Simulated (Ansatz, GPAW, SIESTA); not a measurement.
**One calculation of Bi, 4 ways**

```
Bi
1.0
    -4.44975    4.44975    2.06563
     4.44975   -4.44975    2.06563
     4.44975    4.44975   -2.06563
Bi
4
Direct
  0.14566 0.35434 0.50000
  0.85434 0.64566 0.50000
  0.64566 0.14566 0.79131
  0.35434 0.85434 0.20869
```

This isn't the form of Bi at room conditions, which is rhombohedral.

Alike in all runs: task single point; functional PBEsol; k mesh 7 × 7 × 7; occupations fermi-dirac, width 0.05 eV; no spin polarisation; no spin-orbit coupling. Pressure is positive in compression and, in plane waves, holds the error of the finite cutoff, which Ansatz's Pulay term estimates and takes out.

| program and potentials | plane-wave cutoff (eV) | notes | pressure (GPa) | largest force (eV/Å) |
| --- | --- | --- | --- | --- |
| Ansatz, Ansatz PAW | 420 | potentials made for PBE, which Ansatz adapts in part | ? | ? |
| GPAW, PAW data sets generated for this functional | 600 | - | -1.87 | 0.122 |
| Ansatz, all-electron LAPW, scalar-relativistic | - | - | -1.78 | 0.121 |
| SIESTA, files PseudoDojo sr-pbesol-0.4.1-standard, DZP (energy shift 0.003 Ry; two zetas on semicore shells) | - | atomic basis | -1.11 | 0.011 |

Question: Estimate from the other rows what the run with Ansatz, Ansatz PAW gave.

Answer: Pressure -1.79 GPa; largest force 0.122 eV/Å. Its pressure holds a Pulay term of +0.02 GPa. The other rows, which needn't bracket it: pressure -1.87 to -1.11; largest force 0.011 to 0.122.
